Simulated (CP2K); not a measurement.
The system is Ge.

```
Ge
1.0
     3.91426    0.00000    0.00000
    -2.85923    2.67324    0.00000
    -0.32375   -1.41703    3.63436
Ge
2
Direct
  0.31406 0.06406 0.25000
  0.68594 0.93594 0.75000
```

This isn't the form of Ge at room conditions, which is diamond.

* Program: CP2K 2026.2
* Task: single point
* Functional: PBE
* Potentials or basis: POTENTIAL_UZH Ge GTH-PBE-q4; TZVP-MOLOPT-PBE-GTH basis
* Density cutoff: 6123 eV
* k mesh: 11 × 11 × 11
* Occupations: fermi-dirac, width 0.05 eV
* Spin: no spin polarisation

On this cell: pressure 2.2 GPa; largest force 0.046 eV/Å; band gap on the k mesh none (metal or under the smearing width).

The same run follows on a disturbed copy (atoms moved at random, drawn with an rms of 0.05 Å):

```
CELL_PARAMETERS angstrom
3.91426 0.00000 0.00000
-2.85923 2.67324 0.00000
-0.32375 -1.41703 3.63436
ATOMIC_POSITIONS crystal
Ge 0.29840 0.03724 0.23933
Ge 0.69452 0.94755 0.75384
```

**Question.** What changes?

**Answer.** The energy (extrapolated to zero smearing) moves by +5.1 meV/atom; pressure 2.4 GPa; largest force 0.184 eV/Å; band gap on the k mesh none (metal or under the smearing width).

Forces in eV/Å, atoms in the order of the input:
```
Ge  -0.098  0.081  0.134
Ge   0.098 -0.081 -0.134
```

Stress tensor (GPa, compression positive):
```
 2.69  0.07 -0.91
 0.07  1.82 -0.04
-0.91 -0.04  2.63
```

Caveats: the basis of atomic orbitals isn't converged, which shifts pressures, moduli and gaps.
